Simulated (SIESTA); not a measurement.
## BAs in SIESTA: the effect of strain zz

BAs:

```xyz
2
Lattice="0.0000 2.3885 2.2930 2.3885 0.0000 2.2930 2.3885 2.3885 0.0000" Properties=species:S:1:pos:R:3 pbc="T T T"
As    3.5827    3.5827    3.4394
B     0.0000    0.0000    0.0000
```

The cell isn't the ideal one: cell strained along z.

Alike in all runs:

- Program: SIESTA 5.4.2
- Task: single point
- Functional: PBE
- Potentials or basis: PseudoDojo 0.4 standard (PBE files)
- Basis: DZP (energy shift 0.003 Ry; two zetas on semicore shells)
- Grid cutoff: 500 Ry
- Energy shift: 0.003 Ry
- k mesh: 10 × 10 × 10
- Occupations: fermi-dirac, width 0.05 eV
- Spin: no spin polarisation

```tsv
strain zz	gap on the mesh (eV)	pressure (GPa)
-0.04	0.67	11.1
-0.02	1.01	7.7
-0.01	?	?
0	1.34	4.7
0.01	1.28	3.4
0.02	1.21	2.2
0.04	1.08	-0.2
```

Problem. What does the run with strain zz -0.01 give?

Solution. gap on the mesh 1.18 eV; pressure 6.3 GPa.

Worked out: A parabola through the other rows of the gap on the mesh, of slope 10.1 eV per unit of strain zz there, gives 1.18 eV, against the run's 1.18. A parabola through the other rows of the pressure, of slope -149 GPa per unit of strain zz there, gives 6.2 GPa, against the run's 6.3.

Caveats: the basis of atomic orbitals isn't converged, which shifts pressures, moduli and gaps.

A k mesh can miss the band edges.
